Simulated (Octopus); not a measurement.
Runs of Octopus 16.4 on TaN. The structure is cubic, space group Fm-3m (No. 225). Conventional cell: a = 4.423 Å, b = 4.423 Å, c = 4.423 Å, α = 90.00°, β = 90.00°, γ = 90.00°. Around Ta (site symmetry m-3m) lie 6 N at 2.21 Å. N (site symmetry m-3m) has 6 Ta at 2.21 Å as nearest neighbours. The cell comes from a database or a generator and needn't be the stable form of this composition.

```csv
task,level,potentials or basis,grid spacing,gap on the mesh (eV),V0 of scaled cells (Å³/atom),B0 (GPa)
single point,PBEsol,"pseudodojo_pbesol (PseudoDojo 0.4, PBEsol)",0.130 Å,none,-,-
equation of state,PBE,"pseudodojo_pbe (PseudoDojo 0.5, PBE)",-,-,(a),333
equation of state,PBEsol,"pseudodojo_pbesol (PseudoDojo 0.4, PBEsol)",-,-,10.44,340
single point,PBE,"pseudodojo_pbe (PseudoDojo 0.5, PBE)",0.130 Å,none,-,-
```

Alike in all rows: no spin polarisation; cell as given; k mesh 10 × 10 × 10; smearing fermi-dirac 0.05 eV.

Fill in the values left out.

(a) 10.74.

Caveats: the number of grid points is fixed, so the spacing changes with the cell, which shifts volumes and moduli (some runs).

A k mesh can miss the band edges, and the runs leave out spin-orbit coupling on Ta.

A gap of «none» marks a metal or a gap under the smearing width.

Not every run made on this cell is shown here.
